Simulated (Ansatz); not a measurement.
InPd: band structure with r2SCAN

The system is InPd.

```
CELL_PARAMETERS angstrom
0.00000 2.74607 2.74607
2.74607 0.00000 2.74607
2.74607 2.74607 0.00000
ATOMIC_POSITIONS crystal
In 0.00000 0.00000 0.00000
Pd 0.50000 0.50000 0.50000
```

The cell was built by a generator and needn't be a form met in nature.

- Program: Ansatz 0.2.0
- Task: band structure
- Functional: r2SCAN
- Potentials or basis: Ansatz PAW
- Cutoff: 500 eV (not typed: the program's choice for these potentials)
- k mesh: 8 × 8 × 8
- Occupations: fermi-dirac, width 0.05 eV
- Spin: no spin polarisation
- Path: [["G", "X", "W", "K", "G", "L", "U", "W", "L", "K"], ["U", "X"]]
- Points for each segment of the path: 14

The pressure is -2.9 GPa and the band gap on the k mesh is none (metal or under the smearing width).

Levels at the corners of the path, in eV from the Fermi level:
```tsv
point	band 13	band 14	band 15	band 16	band 17	band 18	band 19	band 20
Γ	-3.06	-2.77	-2.77	5.62	5.62	5.62	9.40	11.70
X	-2.56	-2.45	-2.45	-0.05	1.53	1.53	4.89	8.15
W	-3.49	-2.45	-0.27	-0.27	0.11	0.16	10.62	10.78
K	-3.19	-2.55	-1.21	-0.90	0.03	3.07	6.59	10.79
Γ	-3.06	-2.77	-2.77	5.62	5.62	5.62	9.40	11.70
L	-3.80	-2.66	-2.66	-1.51	7.58	7.58	7.80	8.06
U	-3.19	-2.55	-1.21	-0.90	0.03	3.07	6.59	10.79
W	-3.49	-2.45	-0.27	-0.27	0.11	0.16	10.62	10.78
L	-3.80	-2.66	-2.66	-1.51	7.58	7.58	7.80	8.06
K	-3.19	-2.55	-1.21	-0.90	0.03	3.07	6.59	10.79
U	-3.19	-2.55	-1.21	-0.90	0.03	3.07	6.59	10.79
X	-2.56	-2.45	-2.45	-0.05	1.53	1.53	4.89	8.15
```

Wall time 5.7 s on 2 threads of Arm Neoverse V2 (shared host), peak memory 0.43 GiB.

Caveat: spin-orbit coupling is left out, which moves the levels of the heavy elements; the PAW data sets come from PBE, with cores solved anew for the run's functional, which leaves a small shift of forces and pressure.
